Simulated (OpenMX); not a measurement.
Runs of OpenMX 3.8.5 on Ge. It takes space group Fd-3m (No. 227, cubic). The conventional cell has a = 5.658 Å, b = 5.658 Å, c = 5.658 Å, α = 90.00°, β = 90.00°, γ = 90.00°. Ge (site symmetry -43m) is surrounded by 4 Ge at 2.45 Å. 

| task | level | potentials or basis | k mesh | grid points, held for all volumes | max SCF cycles | gap on the mesh (eV) | pressure (GPa) |
| --- | --- | --- | --- | --- | --- | --- | --- |
| single point | PBE | OpenMX 2013 PBE set, Ge7.0-s3p2d2, grid cutoff 300 Ry | 7 × 7 × 7 | - | 100 | 0.08 | 5.4 |
| single point | PBE+D3(BJ) | OpenMX 2013 PBE set, Ge7.0-s3p2d2, grid cutoff 300 Ry | 7 × 7 × 7 | - | 100 | 0.08 | (a) |
| single point | PBE+D3 | OpenMX 2013 PBE set, Ge7.0-s3p2d2, grid cutoff 300 Ry | 7 × 7 × 7 | - | 100 | 0.08 | 4.6 |
| single point | PBE+D4 | OpenMX 2013 PBE set, Ge7.0-s3p2d2, grid cutoff 300 Ry | 7 × 7 × 7 | - | 100 | 0.08 | 3.1 |

Alike in all rows: no spin polarisation; cell as given; smearing fermi-dirac 0.05 eV.

Question: Fill in the values left out.

Answer: (a) 3.3.

Caveats: an odd mesh through Γ misses points on the zone boundary, where band edges often lie; the basis of atomic orbitals isn't converged, which shifts pressures, moduli and gaps.

A k mesh can miss the band edges, and the runs leave out spin-orbit coupling on Ge.
